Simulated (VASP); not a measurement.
# N in VASP: further runs

The runs below take N through single point, with PBEsol, PBE+D3, PBE+D4, PBE+D3(BJ).

All numbers are computed with VASP 6.6.1; they aren't measurements. Logs are shortened: lines on timing, memory, paths and dates and some standing lists are left out, and cuts for length are marked.

### Step 1. Starting point

The cell holds a molecule in a box, 1 atom: a = 10.500 Å, b = 11.000 Å, c = 11.500 Å, α = 90.00°, β = 90.00°, γ = 90.00°.

### Step 2. Single point, PBEsol, collinear spin, ferromagnetic start

INCAR reads:

```
SYSTEM = N
PREC = Accurate ; ENCUT = 400
EDIFF = 1E-6 ; ISMEAR = 0
SIGMA = 0.01 ; LREAL = .FALSE.
LASPH = .TRUE. ; NELM = 80
ALGO = Normal ; ISIF = 2
LWAVE = .FALSE. ; LCHARG = .FALSE.
ISPIN = 2 ; MAGMOM = 3.1
LORBIT = 11 ; NUPDOWN = 3
GGA = PS ; ISYM = 0
```

KPOINTS reads:

```
regular mesh
0
G
  1 1 1
  0 0 0
```

POSCAR reads:

```
N                                       
1.0
   10.5000000000      0.0000000000      0.0000000000
    0.0000000000     11.0000000000      0.0000000000
    0.0000000000      0.0000000000     11.5000000000
  N             
     1
Selective dynamics
Direct
     0.5000000000000000    0.5045454544999970    0.5000000000000000   F   F   F
```

Potentials or basis: VASP PAW PBE potentials, release 64 (N).

On the command line:

```console
> cat potpaw_PBE.64/N/POTCAR > POTCAR
> mpirun -np 4 vasp_gam > vasp.out
```

OUTCAR:

```text
SYSTEM = N
   PREC = Accurate
   ENCUT = 400
   EDIFF = 1E-6
   ISMEAR = 0
   LREAL = .FALSE.
   LASPH = .TRUE.
   NELM = 80
   ISIF = 2
   ISPIN = 2
   LORBIT = 11
   NUPDOWN = 3
   GGA = PS
   ISYM = 0

 ion  position               nearest neighbor table
   1  0.500  0.505  0.500-

IMPORTANT INFORMATION: All symmetrisations will be switched off!
NOSYMM: (Re-)initialisation of all symmetry stuff for point group C_1.

----------------------------------------------------------------------------------------

                                     Primitive cell

  volume of cell :    1328.2500

  direct lattice vectors                    reciprocal lattice vectors
    10.500000000  0.000000000  0.000000000     0.095238095  0.000000000  0.000000000
     0.000000000 11.000000000  0.000000000     0.000000000  0.090909091  0.000000000
     0.000000000  0.000000000 11.500000000     0.000000000  0.000000000  0.086956522

  length of vectors
    10.500000000 11.000000000 11.500000000     0.095238095  0.090909091  0.086956522

  position of ions in fractional coordinates (direct lattice)
     0.500000000  0.504545454  0.500000000

  ion indices of the primitive-cell ions
   primitive index   ion index
                 1           1

----------------------------------------------------------------------------------------

 KPOINTS: regular mesh

Automatic generation of k-mesh.
 Grid dimensions read from file:
 generate k-points for:    1    1    1

 Generating k-lattice:

  Cartesian coordinates                     Fractional coordinates (reciprocal lattice)
     0.095238095  0.000000000  0.000000000     1.000000000  0.000000000  0.000000000
     0.000000000  0.090909091  0.000000000     0.000000000  1.000000000  0.000000000
     0.000000000  0.000000000  0.086956522     0.000000000  0.000000000  1.000000000

  Length of vectors
     0.095238095  0.090909091  0.086956522

  Shift w.r.t. Gamma in fractional coordinates (k-lattice)
     0.000000000  0.000000000  0.000000000

 Subroutine IBZKPT returns following result:
 ===========================================

 Found      1 irreducible k-points:

 Following reciprocal coordinates:
            Coordinates               Weight
  0.000000  0.000000  0.000000      1.000000
   k-points           NKPTS =      1   k-points in BZ     NKDIM =      1   number of bands    NBANDS=      8
   number of dos      NEDOS =    301   number of ions     NIONS =      1
   total plane-waves  NPLWV = 403200
   dimension x,y,z NGX =    70 NGY =   72 NGZ =   80
   dimension x,y,z NGXF=   140 NGYF=  144 NGZF=  160
   ions per type =               1
   NGX,Y,Z   is equivalent  to a cutoff of  11.08, 10.88, 11.56 a.u.
   NGXF,Y,Z  is equivalent  to a cutoff of  22.17, 21.76, 23.13 a.u.
 SYSTEM =  N
   PREC   = accura    normal or accurate (medium, high low for compatibility)
   ISTART =      0    job   : 0-new  1-cont  2-samecut
   ICHARG =      2    charge: 1-file 2-atom 10-const
   ISPIN  =      2    spin polarized calculation?
   LNONCOLLINEAR =      F non collinear calculations
   LSORBIT =      F    spin-orbit coupling
   LASPH  =      T    aspherical Exc in radial PAW
   ENCUT  =  400.0 eV  29.40 Ry    5.42 a.u.  17.12 17.94 18.75*2*pi/ulx,y,z
   NELM   =     80;   NELMIN=  2; NELMDL= -5     # of ELM steps
   EDIFF  = 0.1E-05   stopping-criterion for ELM
   LREAL  =      F    real-space projection
   EDIFFG = 0.1E-04   stopping-criterion for IOM
   NSW    =      0    number of steps for IOM
   IBRION =     -1    ionic relax: 0-MD 1-quasi-New 2-CG
   NFREE  =      0    steps in history (QN), initial steepest desc. (CG)
   ISIF   =      2    stress and relaxation
   ISYM   =      0    0-nonsym 1-usesym 2-fastsym
   POTIM  = 0.5000    time-step for ionic-motion
   TEBEG  =    0.0;   TEEND  =   0.0 temperature during run
   PSTRESS=    0.0 pullay stress
   NELECT =       5.0000    total number of electrons
   NUPDOWN=       3.0000    fix difference up-down
   EMIN   =  10.00;   EMAX   =-10.00  energy-range for DOS
   EFERMI =   0.00;   METHOD = LEGACY
   ISMEAR =     0;   SIGMA  =   0.01  broadening in eV -4-tet -1-fermi 0-gaus
   EFERMI_NEDOS =   21; number of points for ismear=-14 and -15
   IALGO  =     38    algorithm
   IMIX   =      4    mixing-type and parameters
     AMIX     =   0.40;   BMIX     =  1.00
     AMIX_MAG =   1.60;   BMIX_MAG =  1.00
  volume/ion in A,a.u.               =    1328.25      8963.47
  Fermi-wavevector in a.u.,A,eV,Ry     =   0.254666  0.481250  0.882405  0.064855
  Thomas-Fermi vector in A             =   1.076068
   LORBIT       =     11    0 simple, 1 ext, 2 COOP (PROOUT), +10 PAW based schemes
   GGA     = PS    functional components
   LHFCALC =     F    Hartree Fock is set to
   AEXX    =    0.0000 exact exchange contribution
   IVDW    =     0    specifies the selected vdW correction
   LEPSILON=     F    determine dielectric tensor
   LRPA    =     F    only Hartree local field effects (RPA)
 spin polarized calculation
 Gauss-broadening in eV      SIGMA  =   0.01
  energy-cutoff  :      400.00
  volume of cell :     1328.25
 maximum number of plane-waves:     12033
 NGX is ok and might be reduce to    70
   NGX = 35   NGY = 35   NGZ = 37

 number of electron       4.9999998 magnetization       3.0000035

 Free energy of the ion-electron system (eV)
  ---------------------------------------------------
  ext. energy  EPLUGINS =         0.00000000
  ---------------------------------------------------
  free energy    TOTEN  =        -3.17560273 eV

  energy without entropy =       -3.17560273  energy(sigma->0) =       -3.17560273

 E-fermi : -15.0345     XC(G=0):  -0.3258

 val. band max:       -8.1882019618   @ k =   0.0000   0.0000   0.0000
 cond. band min:      -3.9469184580   @ k =   0.0000   0.0000   0.0000
 fundamental gap:      4.2412835037
 Fermi energy:        -8.1309930798

 spin component 1

 k-point     1 :       0.0000    0.0000    0.0000
  band No.  band energies     occupation
      1     -19.6840      1.00000
      2      -8.1884      1.00000
      3      -8.1883      1.00000
      4      -8.1882      1.00000
      5      -0.3556      0.00000
      6       0.7842      0.00000
      7       0.8360      0.00000
      8       0.9264      0.00000
 Fermi energy:       -15.0345400551

 spin component 2

 k-point     1 :       0.0000    0.0000    0.0000
  band No.  band energies     occupation
      1     -15.1120      1.00000
      2      -3.9469      0.00000
      3      -3.9469      0.00000
      4      -3.9468      0.00000
      5      -0.0290      0.00000
      6       1.1164      0.00000
      7       1.1386      0.00000
      8       1.2359      0.00000

------------------------ aborting loop because EDIFF is reached ----------------------------------------

  FORCE on cell =-STRESS in cart. coord.  units (eV):
  Direction    XX          YY          ZZ          XY          YZ          ZX
  --------------------------------------------------------------------------------------
  -------------------------------------------------------------------------------------
  Total       -0.5358823     -0.5402395     -0.5391034     -0.0000000      0.0000000      0.0000000
  in kB       -0.6463982     -0.6516541     -0.6502836     -0.0000000      0.0000000      0.0000000
  external PRESSURE =      -0.6494453 kB  Pullay stress =       0.0000000 kB

 VOLUME and BASIS-vectors are now :
 -----------------------------------------------------------------------------
  energy-cutoff  :      400.00
  volume of cell :     1328.25
      direct lattice vectors                 reciprocal lattice vectors
    10.500000000  0.000000000  0.000000000     0.095238095  0.000000000  0.000000000
     0.000000000 11.000000000  0.000000000     0.000000000  0.090909091  0.000000000
     0.000000000  0.000000000 11.500000000     0.000000000  0.000000000  0.086956522

 POSITION                                       TOTAL-FORCE (eV/Angst)
 -----------------------------------------------------------------------------------
      5.25000      5.55000      5.75000         0.000000      0.000246     -0.000000
 -----------------------------------------------------------------------------------
    total drift:                                0.000000      0.000246     -0.000000

  FREE ENERGIE OF THE ION-ELECTRON SYSTEM (eV)
  ---------------------------------------------------
  free  energy   TOTEN  =        -3.1756027298 eV

  energy  without entropy=       -3.1756027298  energy(sigma->0) =       -3.17560273

 total charge

# of ion       s       p       d       tot
------------------------------------------
    1        1.376   1.859   0.000   3.235

 magnetization (x)

# of ion       s       p       d       tot
------------------------------------------
    1        0.033   1.859   0.000   1.892
```

Wall time 20 s (4 MPI ranks of Intel Xeon 6975P-C (Granite Rapids), shared host); peak memory 0.35 GiB.

Results:

* Free energy: -3.1756 eV
* Net moment: 3.00 μB per cell
* Site moments: N +1.89 μB
* Valence electrons inside the program's atomic spheres: N 3.23

Caveat: the cutoff is under 1.25 times the usual one of these potentials, so pressure, stress and relaxed cells hold a basis-set (Pulay) error; the PAW data sets were made with another functional, which shifts forces and pressure a little; the total moment is fixed, so each spin has its own Fermi level.

### Step 3. Single point, PBE+D3, collinear spin, ferromagnetic start

Edit INCAR of step 2 so:

```diff
@@ -9,2 +9,3 @@
 LORBIT = 11 ; NUPDOWN = 3
-GGA = PS ; ISYM = 0
+GGA = PE ; IVDW = 11
+ISYM = 0
```

KPOINTS is that of step 2.

POSCAR is that of step 2.

Potentials or basis: VASP PAW PBE potentials, release 64 (N).

On the command line:

```console
> cat potpaw_PBE.64/N/POTCAR > POTCAR
> mpirun -np 4 vasp_gam > vasp.out
```

Run time: 19 s. Hardware: 4 MPI ranks of Intel Xeon 6975P-C (Granite Rapids), shared host; peak memory 0.37 GiB.

Results (log left out):

```
Free energy                                           : -3.1113 eV
Net moment                                            : 3.00 μB per cell
Site moments                                          : N +1.90 μB
Valence electrons inside the program's atomic spheres : N 3.24
Dispersion energy per atom                            : 0.000 eV
```

Caveat: the cutoff is under 1.25 times the usual one of these potentials, so pressure, stress and relaxed cells hold a basis-set (Pulay) error; the total moment is fixed, so each spin has its own Fermi level.

### Step 4. Single point, PBE+D4, collinear spin, ferromagnetic start

Edit INCAR of step 3 so:

```diff
@@ -9,3 +9,3 @@
 LORBIT = 11 ; NUPDOWN = 3
-GGA = PE ; IVDW = 11
+GGA = PE ; IVDW = 13
 ISYM = 0
```

KPOINTS is that of step 3.

POSCAR is that of step 3.

On the command line:

```console
> cat potpaw_PBE.64/N/POTCAR > POTCAR
> mpirun -np 4 vasp_gam > vasp.out
```

It took 19 s on 4 MPI ranks of Intel Xeon 6975P-C (Granite Rapids), shared host; peak memory 0.36 GiB.

The run converged. Its results:

| Property | Result |
| --- | --- |
| Free energy | -3.1113 eV |
| Net moment | 3.00 μB per cell |
| Site moments | N +1.90 μB |
| Valence electrons inside the program's atomic spheres | N 3.24 |
| Dispersion energy per atom | 0.000 eV |

Caveat: the cutoff is under 1.25 times the usual one of these potentials, so pressure, stress and relaxed cells hold a basis-set (Pulay) error; the total moment is fixed, so each spin has its own Fermi level.

### Step 5. Single point, PBE+D3(BJ), collinear spin, ferromagnetic start

INCAR reads:

```
SYSTEM = N
PREC = Accurate ; ENCUT = 520
EDIFF = 1E-6 ; ISMEAR = 0
SIGMA = 0.01 ; LREAL = .FALSE.
LASPH = .TRUE. ; NELM = 80
ALGO = Normal ; ISIF = 2
LWAVE = .FALSE. ; LCHARG = .FALSE.
ISPIN = 2 ; MAGMOM = 3.1
LORBIT = 11 ; NUPDOWN = 3
GGA = PE ; IVDW = 12
ISYM = 0
```

KPOINTS is that of step 4.

POSCAR is that of step 4.

On the command line:

```console
> cat potpaw_PBE.64/N/POTCAR > POTCAR
> mpirun -np 4 vasp_gam > vasp.out
```

Run time: 32 s. Hardware: 4 MPI ranks of Intel Xeon 6975P-C (Granite Rapids), shared host; peak memory 0.49 GiB.

The run converged. Its results:

```
Free energy                                           : -3.1240 eV
Net moment                                            : 3.00 μB per cell
Site moments                                          : N +1.95 μB
Valence electrons inside the program's atomic spheres : N 3.27
Dispersion energy per atom                            : 0.000 eV
```

Caveat: the total moment is fixed, so each spin has its own Fermi level.

### Step 6. Single point, PBE+D3(BJ), collinear spin, ferromagnetic start

Edit INCAR of step 5 so:

```diff
@@ -1,3 +1,3 @@
 SYSTEM = N
-PREC = Accurate ; ENCUT = 520
+PREC = Accurate ; ENCUT = 250
 EDIFF = 1E-6 ; ISMEAR = 0
```

KPOINTS is that of step 5.

POSCAR is that of step 5.

Potentials or basis: VASP PAW PBE potentials, release 64 (N).

On the command line:

```console
> cat potpaw_PBE.64/N/POTCAR > POTCAR
> mpirun -np 4 vasp_gam > vasp.out
```

OUTCAR:

```text
SYSTEM = N
   PREC = Accurate
   ENCUT = 250
   EDIFF = 1E-6
   ISMEAR = 0
   LREAL = .FALSE.
   LASPH = .TRUE.
   NELM = 80
   ISIF = 2
   ISPIN = 2
   LORBIT = 11
   NUPDOWN = 3
   GGA = PE
   IVDW = 12
   ISYM = 0
 IVDW          = 12

 ion  position               nearest neighbor table
   1  0.500  0.505  0.500-

IMPORTANT INFORMATION: All symmetrisations will be switched off!
NOSYMM: (Re-)initialisation of all symmetry stuff for point group C_1.

----------------------------------------------------------------------------------------

                                     Primitive cell

  volume of cell :    1328.2500

  direct lattice vectors                    reciprocal lattice vectors
    10.500000000  0.000000000  0.000000000     0.095238095  0.000000000  0.000000000
     0.000000000 11.000000000  0.000000000     0.000000000  0.090909091  0.000000000
     0.000000000  0.000000000 11.500000000     0.000000000  0.000000000  0.086956522

  length of vectors
    10.500000000 11.000000000 11.500000000     0.095238095  0.090909091  0.086956522

  position of ions in fractional coordinates (direct lattice)
     0.500000000  0.504545454  0.500000000

  ion indices of the primitive-cell ions
   primitive index   ion index
                 1           1

----------------------------------------------------------------------------------------

 KPOINTS: regular mesh

Automatic generation of k-mesh.
 Grid dimensions read from file:
 generate k-points for:    1    1    1

 Generating k-lattice:

  Cartesian coordinates                     Fractional coordinates (reciprocal lattice)
     0.095238095  0.000000000  0.000000000     1.000000000  0.000000000  0.000000000
     0.000000000  0.090909091  0.000000000     0.000000000  1.000000000  0.000000000
     0.000000000  0.000000000  0.086956522     0.000000000  0.000000000  1.000000000

  Length of vectors
     0.095238095  0.090909091  0.086956522

[... 60 lines left out ...]
 spin polarized calculation
 Gauss-broadening in eV      SIGMA  =   0.01
  energy-cutoff  :      250.00
  volume of cell :     1328.25
 maximum number of plane-waves:      5964
 NGX is ok and might be reduce to    54
   NGX = 27   NGY = 29   NGZ = 29

 number of electron       5.0000012 magnetization       3.0000024

 Free energy of the ion-electron system (eV)
  ---------------------------------------------------
  ext. energy  EPLUGINS =         0.00000000
  ---------------------------------------------------
  free energy    TOTEN  =        -3.18734454 eV

  energy without entropy =       -3.18734454  energy(sigma->0) =       -3.18734454

 E-fermi : -15.6652     XC(G=0):  -0.3861

 val. band max:       -8.1260087286   @ k =   0.0000   0.0000   0.0000
 cond. band min:      -4.0903436789   @ k =   0.0000   0.0000   0.0000
 fundamental gap:      4.0356650497
 Fermi energy:        -8.0716246317

 spin component 1

 k-point     1 :       0.0000    0.0000    0.0000
  band No.  band energies     occupation
      1     -20.2895      1.00000
      2      -8.1291      1.00000
      3      -8.1269      1.00000
      4      -8.1260      1.00000
      5      -0.4712      0.00000
      6       0.6352      0.00000
      7       0.7523      0.00000
      8       0.8450      0.00000
 Fermi energy:       -15.6652145791

 spin component 2

 k-point     1 :       0.0000    0.0000    0.0000
  band No.  band energies     occupation
      1     -15.7544      1.00000
      2      -4.0903      0.00000
      3      -4.0883      0.00000
      4      -4.0876      0.00000
      5      -0.0418      0.00000
      6       1.1023      0.00000
      7       1.1294      0.00000
      8       1.2272      0.00000

------------------------ aborting loop because EDIFF is reached ----------------------------------------

 Edisp (eV)   -0.00004

 E8    (eV) :    -0.0000

  FORCE on cell =-STRESS in cart. coord.  units (eV):
  Direction    XX          YY          ZZ          XY          YZ          ZX
  --------------------------------------------------------------------------------------
  -------------------------------------------------------------------------------------
  Total      -5.18117    -5.18908    -5.16227    -0.00000     0.00000    -0.00000
  in kB      -6.24969    -6.25923    -6.22689    -0.00000     0.00000    -0.00000
  external pressure =       -6.25 kB  Pullay stress =        0.00 kB

 VOLUME and BASIS-vectors are now :
 -----------------------------------------------------------------------------
  energy-cutoff  :      250.00
  volume of cell :     1328.25
      direct lattice vectors                 reciprocal lattice vectors
    10.500000000  0.000000000  0.000000000     0.095238095  0.000000000  0.000000000
     0.000000000 11.000000000  0.000000000     0.000000000  0.090909091  0.000000000
     0.000000000  0.000000000 11.500000000     0.000000000  0.000000000  0.086956522

 POSITION                                       TOTAL-FORCE (eV/Angst)
 -----------------------------------------------------------------------------------
      5.25000      5.55000      5.75000         0.000000     -0.000239     -0.000000
 -----------------------------------------------------------------------------------
    total drift:                                0.000000     -0.000239     -0.000000

  FREE ENERGIE OF THE ION-ELECTRON SYSTEM (eV)
  ---------------------------------------------------
  free  energy   TOTEN  =        -3.1873820885 eV

  energy  without entropy=       -3.1873820885  energy(sigma->0) =       -3.18738209

 total charge

# of ion       s       p       d       tot
------------------------------------------
    1        1.447   1.675   0.000   3.122

 magnetization (x)

# of ion       s       p       d       tot
------------------------------------------
    1        0.034   1.675   0.000   1.709
```

It took 9.4 s on 4 MPI ranks of Intel Xeon 6975P-C (Granite Rapids), shared host; peak memory 0.22 GiB.

The run converged, but a check on its numbers failed (symmetry, net force, bounds or a known fault of this set-up), so they aren't taken as properties of the molecule.

Caveat: the cutoff lies under the usual one of these potentials, so the numbers hold a large basis-set error; the total moment is fixed, so each spin has its own Fermi level.

### Step 7. Summary

| level | cutoff (eV) | moment (μB) |
| --- | --- | --- |
| PBEsol | 400 | 3.00 |
| PBE+D3 | 400 | 3.00 |
| PBE+D4 | 400 | 3.00 |
| PBE+D3(BJ) | 520 | 3.00 |

Alike in all rows: task single point; potentials or basis VASP PAW PBE potentials, release 64 (N); spin collinear, ferromagnetic start; fixed moment (μB) 3; cell as given; k mesh 1 × 1 × 1; smearing gaussian 0.01 eV.

Caveats: the total moment is fixed, so each spin has its own Fermi level; the cutoff is under 1.25 times the usual one of these potentials, so pressure, stress and relaxed cells hold a basis-set (Pulay) error (some runs); the PAW data sets were made with another functional, which shifts forces and pressure a little (some runs).

Total energies depend on the potentials used, so only differences within one code and one set of settings carry meaning.
